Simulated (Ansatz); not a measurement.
CsPbI3:
```
CELL_PARAMETERS angstrom
      6.36392     0.00000     0.00000
      0.00000     6.36392     0.00000
      0.00000     0.00000     6.36392
ATOMIC_POSITIONS crystal
  Cs 0.50000 0.50000 0.50000
  Pb 0.00000 0.00000 0.00000
  I  0.00000 0.00000 0.50000
  I  0.50000 0.00000 0.00000
  I  0.00000 0.50000 0.00000
```

Relaxed with HSE06.

### Question
Give the Bader charges and basin volumes of the independent atoms, DFT-HSE06 in the program Ansatz with PAW potentials.

### Answer


| atom | Bader charge (e) | Bader volume (Å³) |
|---|---|---|
| Cs1 | +0.90 | 48.7 |
| Pb2 | +1.00 | 26.4 |
| I3 | -0.63 | 58.1 |

Space group Pm-3m (cubic perovskite). This is a known high-temperature phase of the composition, computed here at zero pressure and temperature. The cell keeps a stress of up to 0.3 GPa. Symmetry was held in the HSE06 relaxation; whether a distortion lowers the energy is not shown. Spin–orbit coupling is left out wherever it is not named.

Potentials: the later of the program's two PAW sets.
